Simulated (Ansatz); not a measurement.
**Si in Ansatz: the effect of functional**

Si:

```
Si
1.0
     0.00000    2.73988    2.73988
     2.73988    0.00000    2.73988
     2.73988    2.73988    0.00000
Si
2
Direct
  0.50000 0.50000 0.50000
  0.75000 0.75000 0.75000
```

The cell isn't the ideal one: volume scaled by 1.02.

Alike in all runs:

| Item | Value |
| --- | --- |
| Program | Ansatz 0.2.0 |
| Task | single point |
| Potentials or basis | Ansatz PAW |
| k mesh | 8 × 8 × 8 |
| Occupations | fermi-dirac, width 0.05 eV |
| Spin | no spin polarisation |

```tsv
functional	cutoff	gap on the mesh (eV)	pressure (GPa)
PBE	420 eV (not typed: the program's choice for these potentials)	0.66	-0.5
LDA	420 eV (not typed: the program's choice for these potentials)	0.56	-3.8
r2SCAN	500 eV (not typed: the program's choice for these potentials)	?	?
```

Problem. What does the run with functional r2SCAN give?

Solution. gap on the mesh 0.84 eV; pressure -1.8 GPa.

Caveats: the PAW data sets come from PBE, with cores solved anew for the run's functional, which leaves a small shift of forces and pressure (some runs).

A k mesh can miss the band edges.
